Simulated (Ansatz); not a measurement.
What a trial cell of Hg relaxes into

These are results of Ansatz, DFT PBE, scalar-relativistic, plane waves, PAW, not measurements. Cutoff 420 eV, Γ-centred k mesh, Gaussian smearing, no spin polarisation in the final step.

Hg was placed on the beta-tungsten (A15) structure type (Pm-3n, No. 223), at a guessed volume.

```
Hg
1.0
     6.35891    0.00000    0.00000
     0.00000    6.35891    0.00000
     0.00000    0.00000    6.35891
Hg
8
Direct
  0.50000 0.50000 0.50000
  0.00000 0.00000 0.00000
  0.25000 0.00000 0.50000
  0.50000 0.25000 0.00000
  0.50000 0.75000 0.00000
  0.75000 0.00000 0.50000
  0.00000 0.50000 0.75000
  0.00000 0.50000 0.25000
```

Cell and atoms relax at zero pressure; the relaxation can't lower the symmetry of the start.

Problem. Describe the relaxed structure.

Solution. It keeps Pm-3n (No. 223). The result has the beta-tungsten (A15) structure. Conventional cell: a = 6.334 Å. Hg on Wyckoff site a (2 atoms of the primitive cell) is coordinated by 12 Hg at 3.54 Å; around Hg on Wyckoff site c (6 atoms of the primitive cell) lie 2 Hg at 3.17 Å, 4 Hg at 3.54 Å and 8 Hg at 3.88 Å.

```cif
data_structure
_symmetry_space_group_name_H-M 'Pm-3n'
_symmetry_Int_Tables_number 223
_cell_length_a 6.3336
_cell_length_b 6.3336
_cell_length_c 6.3336
_cell_angle_alpha 90.000
_cell_angle_beta 90.000
_cell_angle_gamma 90.000
_cell_volume 254.07
loop_
_atom_site_label
_atom_site_type_symbol
_atom_site_symmetry_multiplicity
_atom_site_Wyckoff_symbol
_atom_site_fract_x
_atom_site_fract_y
_atom_site_fract_z
_atom_site_occupancy
Hg1 Hg 2 a 0.50000 0.50000 0.50000 1
Hg2 Hg 6 c 0.25000 0.00000 0.50000 1
```

Problem. What are its volume, density and gap?

Solution. The volume per atom is 31.76 Å³, the density is 10.49 g/cm³ and the gap on the 6×6×6 mesh is 0.60 eV.

The final run used a 6×6×6 mesh on its 8-atom cell and 0.02 eV smearing. Spin–orbit coupling is left out. A structure relaxed within its symmetry needn't be a true minimum.